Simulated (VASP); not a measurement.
# MgO (Fm-3m) in VASP: notebook

The runs below take MgO through relaxation of cell and atoms, with PBE.

Everything below comes from runs of VASP 6.6.1. Logs are shortened: lines on timing, memory, paths and dates and some standing lists are left out, and cuts for length are marked.

## 1. The structure

Symmetry: Fm-3m, No. 225, cubic system. The conventional cell has a = 4.217 Å, b = 4.217 Å, c = 4.217 Å, α = 90.00°, β = 90.00°, γ = 90.00°. Mg (site symmetry m-3m) is surrounded by 6 O at 2.11 Å. O (site symmetry m-3m) is surrounded by 6 Mg at 2.11 Å.

## 2. Relaxation of cell and atoms, PBE

INCAR

```
ALGO     = Normal         # electronic algorithm
EDIFF    = 1E-7           # SCF threshold, eV
EDIFFG   = -0.002         # ionic threshold
ENCUT    = 520            # plane-wave cutoff, eV
GGA      = PE             # functional
IBRION   = 2              # ionic algorithm
ISIF     = 3              # what is computed and relaxed
ISMEAR   = 0              # smearing method
LASPH    = T              # aspherical terms in the spheres
LCHARG   = F              # write CHGCAR
LREAL    = F              # projectors in reciprocal space
LWAVE    = F              # write WAVECAR
NELM     = 100            # most SCF steps
NSW      = 80             # ionic steps
PREC     = Accurate       # precision mode
SIGMA    = 1.0            # smearing width, eV
```

KPOINTS

```
k-points
0
Gamma
  12 12 12
```

POSCAR

```
MgO
1.0
    0.0000000000      2.1085000000      2.1085000000
    2.1085000000      0.0000000000      2.1085000000
    2.1085000000      2.1085000000      0.0000000000
Mg O
1 1
Direct
    0.0000000000      0.0000000000      0.0000000000
    0.5000000000      0.5000000000      0.5000000000
```

Potentials or basis: VASP PAW PBE potentials, release 64 (Mg, O).

Command:

```bash
$ cat potpaw_PBE.64/Mg/POTCAR potpaw_PBE.64/O/POTCAR > POTCAR
$ mpirun -np 1 vasp_std > vasp.out
```

OUTCAR:

```text
EDIFF = 1E-7
   EDIFFG = -0.002
   ENCUT = 520
   GGA = PE
   IBRION = 2
   ISIF = 3
   ISMEAR = 0
   LASPH = T
   LREAL = F
   NELM = 100
   NSW = 80
   PREC = Accurate

 ion  position               nearest neighbor table
   1  0.000  0.000  0.000-   2 2.11   2 2.11   2 2.11   2 2.11   2 2.11   2 2.11
   2  0.500  0.500  0.500-   1 2.11   1 2.11   1 2.11   1 2.11   1 2.11   1 2.11

  LATTYP: Found a face centered cubic cell.
 ALAT       =     4.2170000000

  Lattice vectors:

 A1 = (   0.0000000000,   2.1085000000,   2.1085000000)
 A2 = (   2.1085000000,   0.0000000000,   2.1085000000)
 A3 = (   2.1085000000,   2.1085000000,   0.0000000000)

Analysis of symmetry for initial positions (statically):
=====================================================================
 Subroutine PRICEL returns:
 Original cell was already a primitive cell.

 Routine SETGRP: Setting up the symmetry group for a
 face centered cubic supercell.

 Subroutine GETGRP returns: Found 48 space group operations
 (whereof 48 operations were pure point group operations)
 out of a pool of 48 trial point group operations.

The static configuration has the point symmetry O_h .

Analysis of symmetry for dynamics (positions and initial velocities):
=====================================================================
 Subroutine PRICEL returns:
 Original cell was already a primitive cell.

 Routine SETGRP: Setting up the symmetry group for a
 face centered cubic supercell.

 Subroutine GETGRP returns: Found 48 space group operations
 (whereof 48 operations were pure point group operations)
 out of a pool of 48 trial point group operations.

The dynamic configuration has the point symmetry O_h .

 Subroutine INISYM returns: Found 48 space group operations
 (whereof 48 operations are pure point group operations),
 and found     1 'primitive' translations

----------------------------------------------------------------------------------------

                                     Primitive cell

  volume of cell :      18.7478

  direct lattice vectors                    reciprocal lattice vectors
     0.000000000  2.108500000  2.108500000    -0.237135404  0.237135404  0.237135404
     2.108500000  0.000000000  2.108500000     0.237135404 -0.237135404  0.237135404
     2.108500000  2.108500000  0.000000000     0.237135404  0.237135404 -0.237135404

  length of vectors
     2.981869296  2.981869296  2.981869296     0.410730569  0.410730569  0.410730569

  position of ions in fractional coordinates (direct lattice)
     0.000000000  0.000000000  0.000000000
     0.500000000  0.500000000  0.500000000

  ion indices of the primitive-cell ions
   primitive index   ion index
                 1           1
                 2           2

----------------------------------------------------------------------------------------

 KPOINTS: k-points

Automatic generation of k-mesh.
 Grid dimensions read from file:
 generate k-points for:   12   12   12

 Generating k-lattice:

  Cartesian coordinates                     Fractional coordinates (reciprocal lattice)
    -0.019761284  0.019761284  0.019761284     0.083333333  0.000000000  0.000000000
     0.019761284 -0.019761284  0.019761284     0.000000000  0.083333333  0.000000000
     0.019761284  0.019761284 -0.019761284     0.000000000  0.000000000  0.083333333

  Length of vectors
     0.034227547  0.034227547  0.034227547

  Shift w.r.t. Gamma in fractional coordinates (k-lattice)
     0.000000000  0.000000000  0.000000000

 Subroutine IBZKPT returns following result:
 ===========================================

 Found     72 irreducible k-points:

 Following reciprocal coordinates:
            Coordinates               Weight
  0.000000  0.000000  0.000000      1.000000
  0.083333  0.000000  0.000000      8.000000
  0.166667  0.000000  0.000000      8.000000
  0.250000  0.000000  0.000000      8.000000
  0.333333  0.000000  0.000000      8.000000
  0.416667  0.000000  0.000000      8.000000
[... 16 lines left out ...]
  0.500000  0.166667  0.000000     24.000000
 -0.416667  0.166667  0.000000     24.000000
 [... further k-points ...]
   k-points           NKPTS =     72   k-points in BZ     NKDIM =     72   number of bands    NBANDS=      8
   number of dos      NEDOS =    301   number of ions     NIONS =      2
   total plane-waves  NPLWV =  13824
   dimension x,y,z NGX =    24 NGY =   24 NGZ =   24
   dimension x,y,z NGXF=    48 NGYF=   48 NGZF=   48
   ions per type =               1   1
   NGX,Y,Z   is equivalent  to a cutoff of  13.38, 13.38, 13.38 a.u.
   NGXF,Y,Z  is equivalent  to a cutoff of  26.76, 26.76, 26.76 a.u.
 SYSTEM =  unknown system
   PREC   = accura    normal or accurate (medium, high low for compatibility)
   ISTART =      0    job   : 0-new  1-cont  2-samecut
   ICHARG =      2    charge: 1-file 2-atom 10-const
   ISPIN  =      1    spin polarized calculation?
   LNONCOLLINEAR =      F non collinear calculations
   LSORBIT =      F    spin-orbit coupling
   LASPH  =      T    aspherical Exc in radial PAW
   ENCUT  =  520.0 eV  38.22 Ry    6.18 a.u.   5.54  5.54  5.54*2*pi/ulx,y,z
   NELM   =    100;   NELMIN=  2; NELMDL= -5     # of ELM steps
   EDIFF  = 0.1E-06   stopping-criterion for ELM
   LREAL  =      F    real-space projection
   EDIFFG = -.2E-02   stopping-criterion for IOM
   NSW    =     80    number of steps for IOM
   IBRION =      2    ionic relax: 0-MD 1-quasi-New 2-CG
   NFREE  =      1    steps in history (QN), initial steepest desc. (CG)
   ISIF   =      3    stress and relaxation
   ISYM   =      2    0-nonsym 1-usesym 2-fastsym
   POTIM  = 0.5000    time-step for ionic-motion
   TEBEG  =    0.0;   TEEND  =   0.0 temperature during run
   PSTRESS=    0.0 pullay stress
   NELECT =       8.0000    total number of electrons
   NUPDOWN=      -1.0000    fix difference up-down
   EMIN   =  10.00;   EMAX   =-10.00  energy-range for DOS
   EFERMI =   0.00;   METHOD = LEGACY
   ISMEAR =     0;   SIGMA  =   1.00  broadening in eV -4-tet -1-fermi 0-gaus
   EFERMI_NEDOS =   21; number of points for ismear=-14 and -15
   IALGO  =     38    algorithm
   IMIX   =      4    mixing-type and parameters
     AMIX     =   0.40;   BMIX     =  1.00
     AMIX_MAG =   1.60;   BMIX_MAG =  1.00
  volume/ion in A,a.u.               =       9.37        63.26
  Fermi-wavevector in a.u.,A,eV,Ry     =   1.232503  2.329092 20.668107  1.519063
  Thomas-Fermi vector in A             =   2.367270
   LORBIT       =      0    0 simple, 1 ext, 2 COOP (PROOUT), +10 PAW based schemes
   GGA     = PE    functional components
   LHFCALC =     F    Hartree Fock is set to
   AEXX    =    0.0000 exact exchange contribution
   IVDW    =     0    specifies the selected vdW correction
   LEPSILON=     F    determine dielectric tensor
   LRPA    =     F    only Hartree local field effects (RPA)
 conjugate gradient relaxation of ions
 non-spin polarized calculation
 Gauss-broadening in eV      SIGMA  =   1.00
  energy-cutoff  :      520.00
  volume of cell :       18.75
 maximum number of plane-waves:       532
 NGX is ok and might be reduce to    24
   NGX = 11   NGY = 11   NGZ = 11

--------------------------------------- Ionic step        1  -------------------------------------------

 number of electron       8.0000005 magnetization

 Free energy of the ion-electron system (eV)
  ---------------------------------------------------
  ext. energy  EPLUGINS =         0.00000000
  ---------------------------------------------------
  free energy    TOTEN  =       -11.90715263 eV

  energy without entropy =      -11.90711537  energy(sigma->0) =      -11.90713400

------------------------ aborting loop because EDIFF is reached ----------------------------------------

  FORCE on cell =-STRESS in cart. coord.  units (eV):
  Direction    XX          YY          ZZ          XY          YZ          ZX
  --------------------------------------------------------------------------------------
  -------------------------------------------------------------------------------------
  Total        0.3947635      0.3947635      0.3947635      0.0000000      0.0000000      0.0000000
  in kB       33.7362435     33.7362435     33.7362435      0.0000000      0.0000000      0.0000000
  external PRESSURE =      33.7362435 kB  Pullay stress =       0.0000000 kB
[... 57 lines left out ...]
  energy  without entropy=      -11.9107404101  energy(sigma->0) =      -11.91077859

--------------------------------------- Ionic step        3  -------------------------------------------

 number of electron       8.0000004 magnetization

 Free energy of the ion-electron system (eV)
  ---------------------------------------------------
  ext. energy  EPLUGINS =         0.00000000
  ---------------------------------------------------
  free energy    TOTEN  =       -11.91129701 eV

  energy without entropy =      -11.91123312  energy(sigma->0) =      -11.91126507

 E-fermi :   5.6346     XC(G=0): -10.9624

 val. band max:        3.0043194393   @ k =   0.0000   0.0000   0.0000
 cond. band min:       7.4944787118   @ k =   0.0000   0.0000   0.0000
 fundamental gap:      4.4901592724
 Fermi energy:         5.6346371024

 k-point     1 :       0.0000    0.0000    0.0000
  band No.  band energies     occupation
      1     -14.1346      2.00000
      2       3.0043      1.99980
      3       3.0043      1.99980
      4       3.0043      1.99980
      5       7.4945      0.00853
      6      18.6641      0.00000
      7      18.6641      0.00000
      8      18.6641      0.00000
[... 243 lines left out ...]
 k-point    24 :      -0.4167    0.1667    0.0000
  band No.  band energies     occupation
      1     -12.8285      2.00000
      2      -1.1100      2.00000
      3       1.4729      2.00000
      4       2.2517      2.00000
      5      11.8845      0.00000
      6      15.1087      0.00000
      7      16.9374      0.00000
      8      19.6664      0.00000

 [... further k-points ...]

------------------------ aborting loop because EDIFF is reached ----------------------------------------

  FORCE on cell =-STRESS in cart. coord.  units (eV):
  Direction    XX          YY          ZZ          XY          YZ          ZX
  --------------------------------------------------------------------------------------
  -------------------------------------------------------------------------------------
  Total        0.0005033      0.0005033      0.0005033      0.0000000      0.0000000      0.0000000
  in kB        0.0421087      0.0421087      0.0421087      0.0000000      0.0000000      0.0000000
  external PRESSURE =       0.0421087 kB  Pullay stress =       0.0000000 kB
[... 17 lines left out ...]
  FREE ENERGIE OF THE ION-ELECTRON SYSTEM (eV)
  ---------------------------------------------------
  free  energy   TOTEN  =       -11.9112970146 eV

  energy  without entropy=      -11.9112331239  energy(sigma->0) =      -11.91126507

 reached required accuracy - stopping structural energy minimisation
```

Run time: 23 s. Hardware: 1 thread of Intel Xeon Platinum 8259CL at 2.50GHz (Skylake/Cascade Lake), shared host; peak memory 0.15 GiB.

Results:

- Free energy: -11.9113 eV
- Relaxed volume: 9.57 Å³/atom
- Relaxed cell: a = 3.003 Å, b = 3.003 Å, c = 3.003 Å, α = 60.00°, β = 60.00°, γ = 60.00°
- Space group after relaxing (to 0.05 Å): Fm-3m (No. 225)
- Energy gained by relaxing: 2.1 meV/atom
- Ionic steps: 3
- Pressure after relaxing: 0.0 GPa
- Band gap on the k mesh: 4.49 eV, direct

The path:
| step | energy change (eV) | largest force (eV/Å) | pressure (GPa) | volume (Å³) |
| --- | --- | --- | --- | --- |
| 1 | 0.0000 | 0.0000 | 3.37 | 18.75 |
| 2 | -0.0037 | 0.0000 | -1.09 | 19.29 |
| 3 | -0.0041 | 0.0000 | 0.00 | 19.15 |

Final structure:
```
CELL_PARAMETERS angstrom
0.00000 2.12341 2.12341
2.12341 0.00000 2.12341
2.12341 2.12341 0.00000
ATOMIC_POSITIONS crystal
Mg 0.00000 0.00000 0.00000
O 0.50000 0.50000 0.50000
```

Levels at points of the mesh, in eV from the valence-band top:
```tsv
k point	band 1	band 2	band 3	band 4	band 5	band 6	band 7	band 8
(0.00, 0.00, 0.00)	-17.14	0.00	0.00	0.00	4.49	15.66	15.66	15.66
(0.50, 0.00, 0.00)	-15.92	-4.51	-0.63	-0.63	7.74	12.33	16.06	16.06
(0.50, 0.50, 0.00)	-15.67	-3.98	-1.31	-1.31	9.09	9.70	12.84	18.60
```

## 3. Relaxation of cell and atoms, PBE

This run uses another cell than the first one, of 9.57 Å³/atom, 1.021 times its volume.

INCAR is that of step 2.

KPOINTS is that of step 2.

POSCAR

```
MgO                                     
1.0
    0.0000000000      2.1234143070      2.1234143070
    2.1234143070      0.0000000000      2.1234143070
    2.1234143070      2.1234143070      0.0000000000
  Mg              O             
     1     1
Direct
     0.0000000000000000    0.0000000000000000    0.0000000000000000
     0.5000000000000000    0.5000000000000000    0.5000000000000000
```

Potentials or basis: VASP PAW PBE potentials, release 64 (Mg, O).

Command:

```bash
$ cat potpaw_PBE.64/Mg/POTCAR potpaw_PBE.64/O/POTCAR > POTCAR
$ mpirun -np 1 vasp_std > vasp.out
```

OUTCAR:

```text
EDIFF = 1E-7
   EDIFFG = -0.002
   ENCUT = 520
   GGA = PE
   IBRION = 2
   ISIF = 3
   ISMEAR = 0
   LASPH = T
   LREAL = F
   NELM = 100
   NSW = 80
   PREC = Accurate

 ion  position               nearest neighbor table
   1  0.000  0.000  0.000-   2 2.12   2 2.12   2 2.12   2 2.12   2 2.12   2 2.12
   2  0.500  0.500  0.500-   1 2.12   1 2.12   1 2.12   1 2.12   1 2.12   1 2.12

  LATTYP: Found a face centered cubic cell.
 ALAT       =     4.2468286140

  Lattice vectors:

[... 455 lines left out ...]

  FORCE on cell =-STRESS in cart. coord.  units (eV):
  Direction    XX          YY          ZZ          XY          YZ          ZX
  --------------------------------------------------------------------------------------
  -------------------------------------------------------------------------------------
  Total        0.0010108      0.0010108      0.0010108     -0.0000000     -0.0000000      0.0000000
  in kB        0.0845742      0.0845742      0.0845742     -0.0000000     -0.0000000      0.0000000
  external PRESSURE =       0.0845742 kB  Pullay stress =       0.0000000 kB

 VOLUME and BASIS-vectors are now :
 -----------------------------------------------------------------------------
  energy-cutoff  :      520.00
  volume of cell :       19.15
      direct lattice vectors                 reciprocal lattice vectors
     0.000000000  2.123414307  2.123414307    -0.235469827  0.235469827  0.235469827
     2.123414307  0.000000000  2.123414307     0.235469827 -0.235469827  0.235469827
     2.123414307  2.123414307  0.000000000     0.235469827  0.235469827 -0.235469827

 POSITION                                       TOTAL-FORCE (eV/Angst)
 -----------------------------------------------------------------------------------
      0.00000      0.00000      0.00000        -0.000000      0.000000     -0.000000
      2.12341      2.12341      2.12341         0.000000     -0.000000      0.000000
 -----------------------------------------------------------------------------------
    total drift:                               -0.000000     -0.000000      0.000000

  FREE ENERGIE OF THE ION-ELECTRON SYSTEM (eV)
  ---------------------------------------------------
  free  energy   TOTEN  =       -11.9117688176 eV

  energy  without entropy=      -11.9117049356  energy(sigma->0) =      -11.91173688

 reached required accuracy - stopping structural energy minimisation
```

OSZICAR:

```text
N       E                     dE             d eps       ncg     rms          rms(c)
DAV:   1     0.994834889989E+01    0.99483E+01   -0.48243E+03  1424   0.884E+02
DAV:   2    -0.131939556942E+02   -0.23142E+02   -0.21931E+02  1448   0.133E+02
DAV:   3    -0.134684226756E+02   -0.27447E+00   -0.27447E+00  1448   0.160E+01
DAV:   4    -0.134688398869E+02   -0.41721E-03   -0.41721E-03  1528   0.581E-01
DAV:   5    -0.134688403043E+02   -0.41736E-06   -0.41730E-06  1600   0.133E-02    0.720E+00
DAV:   6    -0.119330543029E+02    0.15358E+01   -0.10266E+01  1152   0.224E+01    0.231E+00
DAV:   7    -0.119174304509E+02    0.15624E-01   -0.52323E-02  1224   0.270E+00    0.132E+00
DAV:   8    -0.119117674114E+02    0.56630E-02   -0.25831E-02  1152   0.243E+00    0.163E-01
DAV:   9    -0.119116584186E+02    0.10899E-03   -0.43433E-04  1696   0.187E-01    0.754E-02
DAV:  10    -0.119117687537E+02   -0.11034E-03   -0.13828E-04  1184   0.125E-01    0.535E-03
DAV:  11    -0.119117689366E+02   -0.18286E-06   -0.10090E-06  1704   0.907E-03    0.312E-03
DAV:  12    -0.119117688344E+02    0.10216E-06   -0.46643E-07  1224   0.606E-03    0.297E-04
DAV:  13    -0.119117688176E+02    0.16886E-07   -0.40448E-09   688   0.797E-04
   1 F= -.11911769E+02 E0= -.11911737E+02  d E =-.119118E+02
```

It took 9.7 s on 1 thread of Intel Xeon Platinum 8259CL at 2.50GHz (Skylake/Cascade Lake), shared host; peak memory 0.14 GiB.

What came out:

* Free energy: -11.9118 eV
* Pressure after relaxing: 0.0 GPa
* Band gap on the k mesh: 4.49 eV, direct

Final structure:
```
Mg O
1.0
     0.00000    2.12341    2.12341
     2.12341    0.00000    2.12341
     2.12341    2.12341    0.00000
Mg O
1 1
Cartesian
  0.0000 0.0000 0.0000
  2.1234 2.1234 2.1234
```

Caveat: the relaxation stopped at its first step, so nothing moved. A k mesh can miss the band edges.
